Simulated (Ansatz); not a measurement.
Ag:

```
CELL_PARAMETERS angstrom
-1.65565 1.65565 1.65565
1.65565 -1.65565 1.65565
1.65565 1.65565 -1.65565
ATOMIC_POSITIONS crystal
Ag 0.00000 0.00000 0.00000
```

This isn't the form of Ag at room conditions, which is fcc.

```yaml
Program: Ansatz 0.2.0
Task: relaxation of cell and atoms
Functional: PBEsol
Dispersion: D3(BJ)
Potentials_or_basis: Ansatz PAW
Cutoff: "420 eV (not typed: the program's choice for these potentials)"
k_mesh: 11 × 11 × 11
Occupations: fermi-dirac, width 0.05 eV
Spin: no spin polarisation
```

At the start: volume 18.15 Å³/atom.

Problem. Where does the relaxation end?

Solution. It ends after 5 steps and the volume is 16.04 Å³/atom (-11.6 %); space group Im-3m (No. 229, to 0.05 Å).

Step by step:
| step | energy change (eV) | largest force (eV/Å) | volume (Å³) |
| --- | --- | --- | --- |
| 1 | 0.0000 | 0.0000 | 18.15 |
| 2 | -0.0859 | 0.0000 | 15.63 |
| 3 | -0.0902 | 0.0000 | 16.18 |
| 4 | -0.0907 | 0.0000 | 16.04 |
| 5 | -0.0900 | 0.0000 | 16.04 |

Final structure:
```xyz
1
Lattice="-1.5889 1.5889 1.5889 1.5889 -1.5889 1.5889 1.5889 1.5889 -1.5889" Properties=species:S:1:pos:R:3 pbc="T T T"
Ag    0.0000    0.0000    0.0000
```

Caveat: the plane-wave basis is chosen anew once the cell has moved, so the energies of steps on either side of that aren't comparable; pairwise dispersion overbinds metals, which lowers pressure and volume; the PAW data sets come from PBE, with cores solved anew for the run's functional, which leaves a small shift of forces and pressure.
